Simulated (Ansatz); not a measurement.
Space group P-6m2 (No. 187). a = 2.924 Å, b = 2.924 Å, c = 2.871 Å, α = 90.00°, β = 90.00°, γ = 120.00°
```csv
atom,site,symmetry,x,y,z
Ta,1d,-6m2,0.3333,0.6667,0.5000
N,1a,-6m2,0.0000,0.0000,0.0000
```

Equation of state of this TaN structure (not necessarily the ground state), with shape and atoms relaxed at each volume where symmetry leaves them free. It has no gap at any of these volumes. Level of theory: Ansatz 0.2.0, DFT PBEsol, scalar-relativistic, plane waves, PAW.

Settings: cutoff 420 eV, Γ-centred mesh 18×18×14 on the computed 2-atom cell, Gaussian smearing of 0.10 eV; no spin polarisation.

```tsv
V (Å³/atom)	E − E(largest V) (meV/atom)	P (GPa)
9.990	9.26	25.59
10.309	-27.56	11.78
10.628	-38.97	0.00
10.947	-28.71	-10.04
11.265	0.00	-18.58
```

Task: Fit a third-order Birch–Murnaghan equation to E(V).

Result: V0 = 10.63 Å³/atom, B0 = 362 GPa, B0' = 4.3.

Spin-orbit coupling is left out, which matters for the bands of heavy elements.

This form isn't the usual stable structure of the compound.